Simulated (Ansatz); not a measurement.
**Convergence test, CuO**

These are results of Ansatz 0.2.0, DFT PBEsol, scalar-relativistic, plane waves, PAW, not measurements.

```cif
data_structure
_symmetry_space_group_name_H-M 'P 1'
_symmetry_Int_Tables_number 1
_cell_length_a 2.8991
_cell_length_b 2.8657
_cell_length_c 5.1562
_cell_angle_alpha 98.083
_cell_angle_beta 98.629
_cell_angle_gamma 72.117
_cell_volume 40.10
loop_
_atom_site_label
_atom_site_type_symbol
_atom_site_fract_x
_atom_site_fract_y
_atom_site_fract_z
_atom_site_occupancy
Cu1 Cu 0.99173 0.49395 0.99449 1
Cu2 Cu 0.49091 0.98042 0.49879 1
O1 O 0.57340 0.39839 0.25770 1
O2 O 0.39187 0.56104 0.73971 1
```

```json
{
 "plane-wave cutoff": "420 eV",
 "occupation rule": "Gaussian smearing, 0.1 eV",
 "spin treatment": "unpolarised"
}
```

The atoms stay fixed while the k-point mesh is varied. ΔE is the energy extrapolated to zero smearing, less that of the reference run (10×10×6). The cell was strained and its atoms displaced at random, so that forces don't vanish. The meshes are Γ-centred. Pressure is positive in compression.

Times are rough; the reference took 28 s on 1 thread of Intel(R) Xeon(R) Processor @ 2.70GHz, with other jobs on the host, peak memory 0.54 GiB.

Q: Tried: 1×1×1, 2×2×2, 4×4×2, 4×4×4, 6×6×4, 8×8×4, 10×10×6. From which k-point mesh on does the energy per atom stay within 100, 10 and 1 meV of the reference?

A: 4×4×2 for 100 meV, 4×4×2 for 10 meV, 8×8×4 for 1 meV. The reference itself isn't shown to be converged. At 4×4×2, where the energy is within 10 meV, force components still miss by up to 0.054 eV/Å, where the largest force is 0.752 eV/Å.

| mesh | ΔE (meV/atom) | P (GPa) | largest change of a force component (eV/Å) | irreducible points | wall time (s) |
| --- | --- | --- | --- | --- | --- |
| 1×1×1 | 1036 | -1.32 | 1.167 | 1 | 1.1 |
| 2×2×2 | 178 | 2.57 | 0.374 | 8 | 1.4 |
| 4×4×2 | -8.08 | -1.57 | 0.054 | 20 | 2.4 |
| 4×4×4 | -8.40 | -1.46 | 0.055 | 36 | 3.9 |
| 6×6×4 | 1.05 | -1.35 | 0.020 | 76 | 8.2 |
| 8×8×4 | -0.23 | -1.38 | 0.013 | 132 | 12 |
| 10×10×6 | 0.00 | -1.38 | 0.000 | 304 | 28 |